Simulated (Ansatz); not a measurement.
**Structure search: one Hf candidate**

Computed with DFT PBE, scalar-relativistic, plane waves, PAW in Ansatz. Cutoff 420 eV, Gaussian smearing, Γ-centred meshes. Cell and atoms relax first on a coarse mesh and then on a finer one. In between, the cell is made exact in the group found at 0.06 Å. In metals the finer mesh still leaves noise of several meV/atom or more. The steps can't lower the symmetry of their start. No spin polarisation.

The cell of Hf is invented: random cell by space group and Wyckoff sites (Pm-3m, No. 221). The dimensions are guesses.

Space group Pm-3m (No. 221). a = 4.016 Å, b = 4.016 Å, c = 4.016 Å, α = 90.00°, β = 90.00°, γ = 90.00°
```tsv
atom	site	symmetry	x	y	z
Hf	3c	4/mm.m	0.0000	0.5000	0.5000
```

Energies count from the standard state of Hf at the same level.

Question: Describe the relaxed structure.

Answer: The symmetry stays Pm-3m (No. 221). The volume per atom grows by 20.3 %, from 21.6 to 26.0 Å³. The shortest distance goes from 2.84 Å (Hf–Hf) to 3.02 Å (Hf–Hf). The energy falls by about 0.23 eV/atom (the start's value is from the coarse mesh). Conventional cell: a = 4.272 Å. Hf is surrounded by 8 Hf at 3.02 Å.

```
Hf
1.0
     4.27176    0.00000    0.00000
     0.00000    4.27176    0.00000
     0.00000    0.00000    4.27176
Hf
3
Direct
  0.00000 0.50000 0.50000
  0.50000 0.00000 0.50000
  0.50000 0.50000 0.00000
```

Question: How does it come out in energy, and is it a metal?

Answer: The energy over the standard state is +0.86 eV/atom and the gap on the 12×12×12 mesh of the 3-atom cell is 0 eV (a metal).

It lies above the standard state, so it could only be metastable.

The last run used Gaussian smearing of 0.10 eV. These runs have no spin–orbit coupling, which can matter for Hf. Symmetry constrained the relaxation, so the result can be a saddle point. Another cell of Hf relaxed alike, in Fm-3m, lies 0.79 eV/atom lower, so this cell isn't the stable form at this level.
